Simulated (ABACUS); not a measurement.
# GaP (F-43m) in ABACUS: notebook

Aim: see how the results for GaP move with the level of theory and the settings. Levels: PBEsol, rSCAN. Tasks: single point, relaxation of cell and atoms.

Program: ABACUS 3.10.1. These are calculated values, not measurements. Logs are shortened: lines on timing, memory, paths and dates and some standing lists are left out, and cuts for length are marked.

**Measured values to compare with.**

“Stacking defects in GaP nanowires: Electronic structure and optical properties”, 2018, arxiv:1810.01194 quotes, for a bulk crystal of GaP at 10 K: band gap 2.34 eV (indirect).

How close the calculation comes is told below.

## 1. The crystal as given

Symmetry: F-43m, No. 216, cubic system. The conventional cell has a = 5.451 Å, b = 5.451 Å, c = 5.451 Å, α = 90.00°, β = 90.00°, γ = 90.00°. Around Ga (site symmetry -43m) lie 4 P at 2.36 Å. P (site symmetry -43m) is surrounded by 4 Ga at 2.36 Å.

## 2. Single point, PBEsol

INPUT

```
INPUT_PARAMETERS
suffix              GaP
calculation         scf
basis_type          pw
pseudo_dir          ./
symmetry            1
dft_functional      pbesol
ecutwfc             40
pseudo_rcut         10
nspin               1
nbands              22
ks_solver           dav
smearing_method     fd
smearing_sigma      0.00367493
scf_thr             1e-08
scf_nmax            100
mixing_type         broyden
mixing_beta         0.7
cal_force           1
cal_stress          1
ecutrho             320
out_chg             1
kpar                4
```

STRU

```
ATOMIC_SPECIES
Ga 69.7230 ga_pbe_v1.4.uspp.F.UPF
P 30.9738 p_pbe_v1.5.uspp.F.UPF

LATTICE_CONSTANT
1.8897261246

LATTICE_VECTORS
0.0000000000 2.7252500000 2.7252500000
2.7252500000 0.0000000000 2.7252500000
2.7252500000 2.7252500000 0.0000000000

ATOMIC_POSITIONS
Cartesian

Ga
0.0
1
0.0000000000 0.0000000000 0.0000000000 1 1 1

P
0.0
1
4.0878750000 4.0878750000 4.0878750000 1 1 1
```

KPT

```
K_POINTS
0
Gamma
6 6 6 0 0 0
```

Potentials or basis: GBRV ultrasoft 1.5 PBE, plane waves.

On the command line:

```sh
$ OMP_NUM_THREADS=1 mpirun -np 4 abacus > log
```

running log:

```text
ABACUS v3.10.1

               Atomic-orbital Based Ab-initio Computation at UStc

 ------------------------------------------------------------------------------------

 READING GENERAL INFORMATION
                           global_out_dir = OUT.GaP/
                           global_in_card = INPUT
                               pseudo_dir = ./
[... 8 lines left out ...]

 READING ATOM TYPE 1
                               atom label = Ga
                      L=0, number of zeta = 1
                      L=1, number of zeta = 1
                      L=2, number of zeta = 1
             number of atom for this type = 1

 READING ATOM TYPE 2
                               atom label = P
                      L=0, number of zeta = 1
                      L=1, number of zeta = 1
                      L=2, number of zeta = 1
             number of atom for this type = 1

                        TOTAL ATOM NUMBER = 2
CARTESIAN COORDINATES ( UNIT =       1.889726124600 Bohr ).
    atom                   x                   y                   z     mag                  vx                  vy                  vz
tauc_Ga1            0.0000000000        0.0000000000        0.0000000000  0.0000        0.0000000000        0.0000000000        0.0000000000
tauc_P1            4.0878750000        4.0878750000        4.0878750000  0.0000        0.0000000000        0.0000000000        0.0000000000

                          Volume (Bohr^3) = 273.178
                             Volume (A^3) = 40.4807

 Lattice vectors: (Cartesian coordinate: in unit of a_0)
                   +0            +2.72525            +2.72525
             +2.72525                  +0            +2.72525
             +2.72525            +2.72525                  +0
 Reciprocal vectors: (Cartesian coordinate: in unit of 2 pi/a_0)
            -0.183469           +0.183469           +0.183469
            +0.183469           -0.183469           +0.183469
            +0.183469           +0.183469           -0.183469
 The esolver type has been set to : ksdft_pw

                PAO radial cut off (Bohr) = 10

 Read in pseudopotential file is ga_pbe_v1.4.uspp.F.UPF
                     pseudopotential type = US
          exchange-correlation functional = PBE
                 nonlocal core correction = 1
                        valence electrons = 19
                                     lmax = 2
                           number of zeta = 4
                     number of projectors = 6
                           L of projector = 0
                           L of projector = 0
                           L of projector = 1
                           L of projector = 1
                           L of projector = 2
                           L of projector = 2
 XC functional updated to : pbesol
          exchange-correlation functional = PBESOL
                PAO radial cut off (Bohr) = 10

 Read in pseudopotential file is p_pbe_v1.5.uspp.F.UPF
                     pseudopotential type = US
          exchange-correlation functional = PBE
                 nonlocal core correction = 1
                        valence electrons = 5
                                     lmax = 2
                           number of zeta = 2
                     number of projectors = 6
                           L of projector = 0
                           L of projector = 0
                           L of projector = 1
                           L of projector = 1
                           L of projector = 2
                           L of projector = 2
 XC functional updated to : pbesol
          exchange-correlation functional = PBESOL
     initial pseudo atomic orbital number = 16

 SETUP THE ELECTRONS NUMBER
            electron number of element Ga = 19
      total electron number of element Ga = 19
             electron number of element P = 5
       total electron number of element P = 5
            AUTOSET number of electrons:  = 24
                           occupied bands = 12
                                   NBANDS = 22
                                   NLOCAL = 18

%%%%%%%%%%%%%%%%%%%%%%%%%%%%%%%%%%%%%%%%%%%%%%%%%%%%%%%%%%%%%%%%%%%%%%%%%%%%%%%%%%%%%%%%%%%%%%%%%%%%%%%%%%
 Warning: the number of valence electrons in pseudopotential > 3 for Ga: [Ar] 3d10 4s2 4p1
 Pseudopotentials with additional electrons can yield (more) accurate outcomes, but may be less efficient.
 If you're confident that your chosen pseudopotential is appropriate, you can safely ignore this warning.
%%%%%%%%%%%%%%%%%%%%%%%%%%%%%%%%%%%%%%%%%%%%%%%%%%%%%%%%%%%%%%%%%%%%%%%%%%%%%%%%%%%%%%%%%%%%%%%%%%%%%%%%%%

 SETUP THE PLANE WAVE BASIS
 energy cutoff for charge/potential (unit:Ry) = 160
            fft grid for charge/potential = [ 30, 30, 30 ]
                        fft grid division = [ 1, 1, 1 ]
        big fft grid for charge/potential = [ 45, 45, 45 ]
                                     nbxx = 91125
                                     nrxx = 27000

 SETUP PLANE WAVES FOR CHARGE/POTENTIAL
                    number of plane waves = 9377
                         number of sticks = 583

 PARALLEL PW FOR CHARGE/POTENTIAL
     PROC   COLUMNS(POT)             PW
        1            583           9377
 --------------- sum -------------------
        1            583           9377
                            number of |g| = 146
                                  max |g| = 14.4069
                                  min |g| = 0

 energy cutoff for dense charge/potential (unit:Ry) = 320
      fft grid for dense charge/potential = [ 45, 45, 45 ]
[... 24 lines left out ...]
                   +0            +2.72525            +2.72525
             +2.72525                  +0            +2.72525
             +2.72525            +2.72525                  +0
                       right hand lattice = 1
                                   NORM_A = 3.85409
                                   NORM_B = 3.85409
                                   NORM_C = 3.85409
                           ALPHA (DEGREE) = 60
                           BETA  (DEGREE) = 60
                           GAMMA (DEGREE) = 60

 The lattice vectors have been changed (STRU_SIMPLE.cif)

(for optimal symmetric configuration:)
                             BRAVAIS TYPE = 3
                     BRAVAIS LATTICE NAME = 03. Cubic F (face-centered)
                                    ibrav = 3
                                    IBRAV = 3
                                  BRAVAIS = FACE CENTERED CUBIC
                       LATTICE CONSTANT A = 5.4505
Original cell was already a primitive cell.
                        ROTATION MATRICES = 48
              PURE POINT GROUP OPERATIONS = 24
                   SPACE GROUP OPERATIONS = 24
                                       C2 = 3
                                       C3 = 8
                                       C4 = 0
                                       C6 = 0
                                       S1 = 6
                                       S3 = 0
                                       S4 = 6
                                       S6 = 0
                              POINT GROUP = T_d
                                       C2 = 3
                                       C3 = 8
                                       C4 = 0
                                       C6 = 0
                                       S1 = 6
                                       S3 = 0
                                       S4 = 6
                                       S6 = 0
               POINT GROUP IN SPACE GROUP = T_d

 SETUP K-POINTS
                                    nspin = 1
                   Input type of k points = Monkhorst-Pack(Gamma)
                                   nkstot = 216
                       right hand lattice = 1
(for reciprocal lattice: )
                             BRAVAIS TYPE = 2
                     BRAVAIS LATTICE NAME = 02. Cubic I (body-centered)
                                    ibrav = 2
                       right hand lattice = 1
(for k-lattice: )
                             BRAVAIS TYPE = 2
                     BRAVAIS LATTICE NAME = 02. Cubic I (body-centered)
                                    ibrav = 2
                       right hand lattice = 1
                        ROTATION MATRICES = 48
                               nkstot_ibz = 16
K-POINTS REDUCTION ACCORDING TO SYMMETRY
     IBZ    DIRECT_X    DIRECT_Y    DIRECT_Z  WEIGHT  ibz2bz
       1  0.00000000  0.00000000  0.00000000  0.0046       0
       2  0.16666667  0.16666667  0.16666667  0.0370       1
       3  0.33333333  0.33333333  0.33333333  0.0370       2
       4  0.50000000  0.50000000  0.50000000  0.0185       3
       5  0.16666667  0.16666667  0.00000000  0.0278       7
       6  0.33333333  0.33333333  0.16666667  0.1111       8
[... 8 lines left out ...]
      15  0.50000000  0.33333333 -0.33333333  0.1111      52
      16  0.50000000  0.33333333 -0.16666667  0.0556      58

                               nkstot now = 16
[... K-POINTS DIRECT COORDINATES: 16 rows ...]

           k-point number in this process = 4
       minimum distributed K point number = 4
[... stars of the k points ...]

[... K-POINTS CARTESIAN COORDINATES: 4 rows ...]

[... K-POINTS DIRECT COORDINATES: 4 rows ...]

 SETUP PLANE WAVES FOR WAVE FUNCTIONS
     energy cutoff for wavefunc (unit:Ry) = 40
              fft grid for wave functions = [ 30, 30, 30 ]
                    number of plane waves = 1459
                         number of sticks = 163

 PARALLEL PW FOR WAVE FUNCTIONS
     PROC   COLUMNS(POT)             PW
        1            163           1459
 --------------- sum -------------------
        1            163           1459

 SETUP NONLOCAL PSEUDOPOTENTIALS IN PLANE WAVE BASIS
 Ga non-local projectors:
 projector 1 L=0
 projector 2 L=0
 projector 3 L=1
 projector 4 L=1
 projector 5 L=2
 projector 6 L=2
 P non-local projectors:
 projector 1 L=0
 projector 2 L=0
 projector 3 L=1
 projector 4 L=1
 projector 5 L=2
 projector 6 L=2
      TOTAL NUMBER OF NONLOCAL PROJECTORS = 36

 Init Non-Local PseudoPotential table :
 Init Non-Local-Pseudopotential done.

                                     npwx = 1211

 Make real space PAO into reciprocal space.
       max mesh points in Pseudopotential = 721
     dq(describe PAO in reciprocal space) = 0.01
                                    max q = 763

 number of pseudo atomic orbitals for Ga is 4
WARNING: norm of atomic wavefunction # 4 of atomic type Ga is 0.999965, renormalized

 number of pseudo atomic orbitals for P is 2
WARNING: norm of atomic wavefunction # 2 of atomic type P is 0.999973, renormalized

 -------------------------------------------
 SELF-CONSISTENT
 -------------------------------------------
                                 init_chg = atomic

 PW ALGORITHM --------------- ION=   1  ELEC=   1--------------------------------

 Density error is 8.46608859174
                          Error Threshold = 0.01
----------------------------------------------------------
     Energy           Rydberg                 eV
----------------------------------------------------------
 E_KohnSham     -424.9598776832      -5781.8757578746
 E_Harris       -502.5240885006      -6837.1909858650
 E_Fermi        0.7519115625         10.2302816425
----------------------------------------------------------
[... 87 lines left out ...]
 Density error is 8.50985425043e-09
                          Error Threshold = 4.00263434516e-09
----------------------------------------------------------
     Energy           Rydberg                 eV
----------------------------------------------------------
 E_KohnSham     -430.3474711695      -5855.1777277962
 E_KS(sigma->0) -430.3474711689      -5855.1777277872
 E_Harris       -430.3496033225      -5855.2067372256
 E_band         -41.5126395553       -564.8084369717
 E_one_elec     -396.1583370026      -5390.0106934392
 E_Hartree      206.3038590068       2806.9080018811
 E_xc           -53.8780895565       -733.0490153229
 E_Ewald        -186.6149036159      -2539.0260208972
 E_entropy(-TS) -0.0000000013        -0.0000000181
 E_descf        0.0000000000         0.0000000000
 E_exx          0.0000000000         0.0000000000
 E_Fermi        0.6173618271         8.3996385764
----------------------------------------------------------

 charge density convergence is achieved
 final etot is -5855.1777278 eV
 EFERMI = 8.3996385764 eV

 STATE ENERGY(eV) AND OCCUPATIONS    NSPIN == 1
 1/4 kpoint (Cartesian) = 0.0000 0.0000 0.0000 (1211 pws)
       1       -86.2671     0.00925926
       2       -86.2671     0.00925926
       3       -86.2671     0.00925926
       4       -6.77329     0.00925926
       5       -6.77329     0.00925926
       6       -6.77329     0.00925926
[... 86 lines left out ...]
      21        21.1432        0.00000
      22        21.1961        0.00000

------------------------------------------------------------------------------------------
 TOTAL-FORCE (eV/Angstrom)
------------------------------------------------------------------------------------------
                       Ga1         0.0000000000         0.0000000000         0.0000000000
                        P1         0.0000000000         0.0000000000         0.0000000000
------------------------------------------------------------------------------------------

----------------------------------------------------------------
 TOTAL-STRESS (KBAR)
----------------------------------------------------------------
       -11.2901289012         0.0000000000         0.0000000000
        -0.0000000000       -11.2901289012         0.0000000000
        -0.0000000000         0.0000000000       -11.2901289012
----------------------------------------------------------------
 TOTAL-PRESSURE: -11.290129 KBAR

 --------------------------------------------
 !FINAL_ETOT_IS -5855.1777277962237349 eV
 --------------------------------------------
```

Run time: 28 s. Hardware: 4 MPI ranks of Intel Xeon Platinum 8259CL at 2.50GHz (Skylake/Cascade Lake), shared host; peak memory 0.64 GiB.

Results:

| Property | Result |
| --- | --- |
| Free energy | -5855.1777 eV |
| Pressure | -1.1 GPa |
| Band gap on the k mesh | 1.50 eV, indirect (least direct gap 1.70 eV) |

Caveat: the potentials were made for another functional, which shifts forces and pressure.

(Continued in part 2 of 2.)
